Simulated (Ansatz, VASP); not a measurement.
## Cd in VASP and in Ansatz

```
Cd
1.0
     2.97887    0.00000    0.00000
    -1.48944    2.57978    0.00000
     0.00000    0.00000    5.61765
Cd
2
Direct
  0.66667 0.33333 0.75000
  0.33333 0.66667 0.25000
```

Alike in both runs: task single point; functional RPBE; k mesh 10 × 10 × 5; occupations gaussian, width 0.02 eV; no spin polarisation.

```csv
,VASP,Ansatz
version,VASP 6.6.1,Ansatz 0.2.0
potentials or method,"VASP PAW PBE potentials, release 64 (Cd), cutoff 520 eV","all-electron LAPW, scalar-relativistic"
```

Ansatz gave:

```
gap on the k mesh at the Fermi level (eV)       : none
pressure (GPa)                                  : 5.6
largest component of the traceless stress (GPa) : 1.72
```

**Question.** Which values does VASP return?

**Answer.** gap on the k mesh at the Fermi level (eV): none; pressure (GPa): 5.9; largest component of the traceless stress (GPa): 1.86.

A gap of «none» marks a metal or a gap that the smearing closes. Ansatz ran all-electron here, so the differences hold the error of VASP's frozen core and of both bases.

Caveats: the PAW data sets were made with another functional, which shifts forces and pressure a little (VASP).
